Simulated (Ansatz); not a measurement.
# C: the cost of one run

Program: Ansatz 0.2.0. Level of theory: DFT PBEsol, scalar-relativistic, plane waves, PAW. These are calculated values, not measurements.

3 further runs of the same task are left out: 1 that didn't finish, 2 set aside as unsound or not needed.

**1. The system as given**

Symmetry: R-3m, No. 166, trigonal system. Conventional cell: a = 2.459 Å, b = 2.459 Å, c = 33.404 Å, α = 90.00°, β = 90.00°, γ = 120.00°. Around C (site symmetry 3m) lie 3 C at 1.42 Å.

Coordinates:

```cif
data_structure
_symmetry_space_group_name_H-M 'P 1'
_symmetry_Int_Tables_number 1
_cell_length_a 11.2249
_cell_length_b 11.2249
_cell_length_c 11.2249
_cell_angle_alpha 12.576
_cell_angle_beta 12.576
_cell_angle_gamma 12.576
_cell_volume 58.30
loop_
_atom_site_label
_atom_site_type_symbol
_atom_site_fract_x
_atom_site_fract_y
_atom_site_fract_z
_atom_site_occupancy
C1 C 0.05406 0.05406 0.05406 1
C2 C 0.94594 0.94594 0.94594 1
C3 C 0.27926 0.27926 0.27926 1
C4 C 0.72074 0.72074 0.72074 1
```

It is the result of an earlier relaxation at this level (volume 14.58 Å³/atom; gap on the mesh: none (metal)).

**2. The bulk in the cell of the plane**

The input, input.yaml:

```yaml
crystal:
  lattice:
    - [2.4589175861, 0.0, 0.0]
    - [-1.2294587931, 11.1573276152, 0.0]
    - [1.2294587931, 0.1354776857, 2.1251711856]
  atoms:
    - { symbol: C, position: [0.8918779546, 0.8378169319, 0.0540610227] }
    - { symbol: C, position: [0.1081220454, 0.1621830681, 0.9459389773] }
    - { symbol: C, position: [0.4414762388, 0.1622143582, 0.2792618806] }
    - { symbol: C, position: [0.5585237612, 0.8377856418, 0.7207381194] }
basis:
  ecutwfc: 420
kpoints:
  mp_grid: { grid: [14, 3, 16] }
hamiltonian:
  xc: pbesol
scf:
  occupations: { method: gaussian, width: 0.1 }
output:
  forces: true
  stress: true
  eigenvalues: true
```

The run is started by

```bash
> ansatz run input.yaml --threads 2 --pin off --max-ram 5120MiB --backend cpu --events-out ev --progress --plain --runs-dir out
```

Q: Estimate wall time and peak memory on 2 threads of Arm Neoverse V1, shared host.

About 7.7 s, with a peak of 0.46 GiB.
